Aluminium normally packs its atoms closely, but the cell here is an open one: flat honeycomb sheets stacked directly above each other. Each atom has three neighbours at 2.593 Å in its sheet and two at 2.723 Å along the stacking axis $c$. The table gives the pressure of this one cell, with the atoms held in the same places, for nine density functionals.

Positive pressure means that the cell pushes outward. The columns stress xx and stress yy are the push within the sheets, equal by symmetry; stress zz is the push along $c$. The pressure is the mean of the three. LDA uses only the local electron density. The GGAs (PBE, PBEsol, revPBE, RPBE, PW91) add its gradient, and the meta-GGAs (TPSS, SCAN, r2SCAN) also use the kinetic energy density of the electrons.

GPAW 26.7.0, plane-wave PAW DFT without spin polarisation or dispersion correction, for aluminium in a fixed two-atom hexagonal cell (P6/mmm, a = 4.492 Å, c = 2.723 Å). All rows use a 600 eV cutoff, a 7 × 7 × 10 k-point mesh and Fermi–Dirac smearing of 0.05 eV; pressure and stress are positive in compression.

```csv
functional,potentials,pressure (GPa),stress xx (GPa),stress zz (GPa)
LDA,GPAW-PAW-data-sets-(gpaw-data-1.2.1),-0.520,-0.210,-1.130
PBE,GPAW-PAW-data-sets-(gpaw-data-1.2.1),1.710,2.080,0.970
PBEsol,PAW-data-sets-made-by gpaw-setup-for-the-functional,0.600,1.000,-0.210
revPBE,GPAW-PAW-data-sets-(gpaw-data-1.2.1),2.550,2.960,1.730
RPBE,GPAW-PAW-data-sets-(gpaw-data-1.2.1),2.810,3.240,1.960
r2SCAN,GPAW-PAW-data-sets-(gpaw-data-1.2.1),0.890,1.260,0.150
PW91,PAW-data-sets-made-by gpaw-setup-for-the-functional,1.750,2.000,1.260
SCAN,GPAW-PAW-data-sets-(gpaw-data-1.2.1),0.680,0.280,1.480
TPSS,GPAW-PAW-data-sets-(gpaw-data-1.2.1),1.030,1.160,0.770
```

**(a) The atoms do not move from row to row. Why does LDA pull the cell inward while PBEsol, PBE, revPBE and RPBE push it outward, in rising order?**

*Solution.* Pressure is a slope, not a property of the atomic positions alone:

$$P=-\frac{dE}{dV},$$

where $E$ is the energy and $V$ the volume of the cell. Two functionals can share a geometry and still disagree on whether a slightly larger cell would be lower in energy. A functional that favours the larger cell more strongly reports a higher pressure. The question is therefore what a gradient correction gains when atoms move apart.

The gradient enters exchange through a pure number, the reduced gradient

$$s=\frac{|\nabla n|}{2(3\pi^2)^{1/3}\,n^{4/3}},$$

with $n$ the electron density. It is large where the density is thin and changes steeply, as in the tail of an atom. A GGA multiplies the local exchange energy, which is negative, by a factor that grows with $s$ over the range common in solids. Regions of larger $s$ are thereby lowered in energy, and LDA lacks this reward.

A simpler system shows how the reward depends on distance: two one-electron atoms whose exponential tails are laid over each other without changing shape. For small $s$ the extra exchange at a point is proportional to $|\nabla n|^2/n^{4/3}$. Midway between the atoms the two slopes cancel and the reward vanishes. Where two equal tails slope the same way, density and slope both double, and the reward is $2^2/2^{4/3}\approx1.6$ times that of one tail, against 2 for two separate tails.

Overlap thus forfeits part of the gradient reward, and pulling the atoms apart recovers it. A GGA should therefore favour a larger cell than LDA does. The analogy stops at this sign. In the metal the electrons rearrange when the atoms approach, and the rigid tails cannot say how many gigapascals result.

The order among the GGAs should follow how steeply each one's reward grows with $s$. For PBE, PBEsol and revPBE the fractional gain in exchange over LDA is

$$g(s)=\frac{\mu s^2}{1+\mu s^2/\kappa},$$

where $\mu$ sets the initial rise and $\kappa$ the ceiling. Rough values of $\mu$ are 0.12 for PBEsol and 0.22 for the others; $\kappa$ is about 0.80, but 1.2 in revPBE. RPBE has the constants of PBE in a form that rises faster at moderate $s$, $g=\kappa\,(1-e^{-\mu s^2/\kappa})$.

Take a step from $s=1$ to $s=2$ as a coarse stand-in for thinning density. For PBE the gain is $0.22/1.275\approx17\,\%$ at the start and $0.88/2.1\approx42\,\%$ at the end, a rise of 25 percentage points. The same arithmetic gives rises of about 20 for PBEsol, 32 for revPBE and 34 for RPBE. With zero for LDA, this is the order of the computed pressures, and no constant was adjusted to the table. The step itself is a choice, however. A step from $s=0$ to $s=1$ gives the same order, but from $s=2$ to $s=3$ the gains flatten towards their ceilings and the order changes. The estimate therefore assumes that moderate gradients matter most. It cannot tell whether they lie between the atoms or nearer the edges of the atomic cores.

The estimate does not give the sizes. It puts PBEsol at four fifths of the PBE effect, whereas its pressure shift from LDA, 1.12 GPa, is half of PBE's 2.23 GPa. A real cell contains a whole spread of $s$ values, each changing a little with volume. The gradient part of correlation, left out here, works against that of exchange. The cleanest comparison is between PBE, revPBE and RPBE, which share their correlation and differ only in exchange: the stronger exchange gradient alone goes with a pressure higher by 0.84 GPa in revPBE and by a further 0.26 GPa in RPBE.

The total energies of the same calculations offer a second view. Counted from spherical atoms without spin, the binding weakens from 3.65 eV per atom in LDA to 3.00 eV in RPBE. Across LDA and the five GGAs, weaker binding goes with higher pressure, though PBE and PW91 lie too close together to be ranked. These are not measurable cohesive energies, since a real aluminium atom has an unpaired electron. They do agree with the argument: a functional that rewards separated atoms both binds the crystal less and makes it push outward more.

**(b) The meta-GGAs stand one rung above the GGAs in the usual ladder of functionals. Does the pressure climb, or fall, with the rung?**

*Solution.* It does neither. The step from LDA to any of the GGAs raises the pressure, but the three meta-GGAs then lie between PBEsol and PBE. The GGAs themselves spread over 2.21 GPa, the meta-GGAs over only 0.35 GPa. For this cell the choice within the GGA rung matters more than the step from a GGA to a meta-GGA.

The reason lies in what a rung means. It tells which ingredients a functional may use, not how strongly it uses them. PBE and PBEsol have the same ingredients, but PBEsol takes a weaker gradient correction suited to the slowly varying density of solids. PBE takes a stronger one, which serves atoms and molecules better. A GGA has to compromise, because the same value of $s$ can occur in a metallic bond and in an atom.

A meta-GGA has a way out of this compromise. The kinetic energy density helps it to distinguish a region filled by many overlapping orbitals, as in a metal, from one dominated by a single orbital. It can then be gentle with gradients in the metal and still treat atoms differently. For slowly varying density, TPSS and r2SCAN are built to recover the same weak exchange gradient term that PBEsol uses.

That makes a pressure near PBEsol's plausible, and both rows do lie closer to PBEsol (0.60 GPa) than to PBE (1.71 GPa). The table does not prove this explanation, because no calculation switches the kinetic energy ingredient on and off by itself. The frozen atomic cores may also play a part. PBEsol was run with cores generated for it, whereas the meta-GGAs most likely used cores made for PBE.

For someone choosing a functional, the useful question is how strongly it rewards moderate gradients. A GGA with exchange between those of PBEsol and PBE should give an intermediate pressure here. Common solids show the same pattern in their lattice constants, which typically come out shorter in LDA than in PBEsol, and longer again in PBE and RPBE.

**(c) SCAN has an ordinary pressure, close to that of r2SCAN. Do its separate stresses support the impression that it is an ordinary row?**

*Solution.* They do not. In every other row the stress in the sheets exceeds the stress along $c$; in SCAN the order is reversed. Compared with r2SCAN, SCAN is 0.98 GPa lower in the sheets and 1.33 GPa higher along $c$. The in-plane value counts twice in the mean, so the changes largely cancel and the pressures differ by only 0.21 GPa.

To judge how odd this is, one has to know where the usual difference between the directions comes from. It is already 0.92 GPa in LDA, which has no gradient term at all, so gradient corrections are not needed to produce it. Going from LDA to PBE adds a similar amount in both directions, 2.29 GPa in the sheets and 2.10 GPa along $c$. PBEsol, revPBE, RPBE and r2SCAN also shift the two directions by amounts that differ by less than 0.4 GPa.

The usual anisotropy thus appears to belong mainly to the chosen shape of the cell. The contacts in the sheets are shorter than those along $c$, and a shorter bond tends to push outward more. This is a plausible reading rather than a tested one, since the ratio of the cell edges was never varied. SCAN departs from this pattern: relative to LDA it adds 0.49 GPa in the sheets but 2.61 GPa along $c$. TPSS leans the same way, but much less, with 1.37 GPa in the sheets and 1.90 GPa along $c$.

One possible cause is electronic. At one of the sampled points in reciprocal space, a band that lies 0.21 eV below the Fermi level in PBE lies about 0.01 eV above it in SCAN. With the smearing used, that state is almost full in PBE and somewhat less than half full in SCAN. Since an orbital can bind more strongly in one direction than in another, a change in its filling can alter the stresses unequally. This one state cannot be the whole cause, however. Its point is one of hundreds in the mesh, so the change moves less than a hundredth of an electron per cell, far too little for a stress change of this size. Many states would have to change their filling together, and the bands at hand give no sign of that. They cover twenty of the 96 points in the band list, and this is the only state among them that lies on different sides of the Fermi level in PBE and SCAN. r2SCAN also speaks against this state as the cause. There the same band lies about 0.01 eV below the Fermi level, so the state is only slightly more than half full, much closer to SCAN than to PBE. Yet the stresses of r2SCAN follow the usual pattern.

Another possible cause is numerical. SCAN switches between its descriptions of different bonding regions through a function with abrupt changes, and it is known to demand fine grids. r2SCAN was designed to smooth that switch while keeping most of SCAN's behaviour. The regular stresses of r2SCAN fit this suspicion but do not confirm it, because the two functionals also differ in their physics.

A direct test would stretch the cell slightly along $c$ and compare the change in SCAN energy with the reported stress. Disagreement would point to an error in the stress evaluation, or to a grid too coarse to give a smooth energy. Agreement would leave the sampling of reciprocal space and the grid to be checked by refining each in turn. Until then, the SCAN stresses are a poor basis for deciding how this cell would change shape. The SCAN pressure is their mean and deserves the same caution. The answer to part (b) does not hang on it, since TPSS and r2SCAN also lie between PBEsol and PBE.

PW91 gives a milder version of the same lesson. Its pressure is practically that of PBE, as suits two functionals built to be close relatives, yet its stress along $c$ is 0.29 GPa higher. It was run with specially generated cores and PBE with the standard ones, so the functional and the core treatment cannot be separated. Agreement in pressure, here as in SCAN, does not guarantee agreement in the forces that shape the cell.
